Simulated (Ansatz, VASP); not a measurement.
SiO2 in VASP and in Ansatz

The input POSCAR:

```
SiO2
1.0
    4.1854060762      0.0000000000      0.0000000000
    0.0000000000      4.1854060762      0.0000000000
    0.0000000000      0.0000000000      2.7754947722
Si O
2 4
Direct
    0.5000000000      0.5000000000      0.5000000000
    0.0000000000      0.0000000000      0.0000000000
    0.6938852014      0.6938852014      0.0000000000
    0.1938852014      0.8061147986      0.5000000000
    0.3061147986      0.3061147986      0.0000000000
    0.8061147986      0.1938852014      0.5000000000
```

Contents of INCAR.step1:

```
PREC = Accurate ; ENCUT = 520
ISMEAR = 0 ; SIGMA = 0.05
LREAL = F ; LASPH = T
NELM = 60 ; NBANDS = 25
GGA = PE ; ALGO = Normal
EDIFF = 1E-4 ; LWAVE = T
LCHARG = F
```

INCAR.step2

```
PREC = Accurate ; ENCUT = 520
EDIFF = 1E-7 ; ISMEAR = 0
SIGMA = 0.05 ; LREAL = F
LASPH = T ; NELM = 60
ALGO = Normal ; ISIF = 2
LWAVE = F ; LCHARG = F
METAGGA = R2SCAN ; LMIXTAU = T
NBANDS = 25 ; ISTART = 1
```

Contents of KPOINTS:

```
Automatic mesh
0
Gamma
  6 6 8
```

Input for Ansatz:

```yaml
crystal:
  lattice:
    - [4.1854060762, 0.0, 0.0]
    - [0.0, 4.1854060762, 0.0]
    - [0.0, 0.0, 2.7754947722]
  atoms:
    - { symbol: Si, position: [0.5, 0.5, 0.5] }
    - { symbol: Si, position: [0.0, 0.0, 0.0] }
    - { symbol: O, position: [0.6938852014, 0.6938852014, 0.0] }
    - { symbol: O, position: [0.1938852014, 0.8061147986, 0.5] }
    - { symbol: O, position: [0.3061147986, 0.3061147986, 0.0] }
    - { symbol: O, position: [0.8061147986, 0.1938852014, 0.5] }
basis:
  ecutwfc: 500
kpoints:
  mp_grid: { grid: [6, 6, 8] }
hamiltonian:
  xc: r2scan
scf:
  occupations: { method: gaussian, width: 0.05 }
output:
  forces: true
  stress: true
  eigenvalues: true
```

Change from the starting cell: strain +0.000 along x and y, +0.040 along z, atoms carried along.

Alike in both runs: task single point; functional r2SCAN; k mesh 6 × 6 × 8; occupations gaussian, width 0.05 eV; no spin polarisation.

```csv
,VASP,Ansatz
version,VASP 6.6.1,Ansatz 0.2.0
potentials or method,"VASP PAW PBE potentials, release 64 (Si, O)","scalar-relativistic, plane waves, PAW"
plane-wave cutoff (eV),520,500
valence electrons in the cell,32,32
```

```tsv
	VASP	Ansatz	Ansatz less VASP
gap on the k mesh at the Fermi level (eV)	5.63	5.63	+0.006
least direct gap on the mesh (eV)	5.63	5.63	+0.006
pressure (GPa)	-13.3	-13.6	-0.31
largest component of the traceless stress (GPa)	12.61	13.02	+0.411
rms of the force components (eV/Å)	0.036	0.032	-0.0041
```

Atom by atom the forces differ by 0.004 eV/Å (rms over components).

Caveats: the PAW data sets were made with another functional, which shifts forces and pressure a little (VASP). A k mesh can miss the band edges.
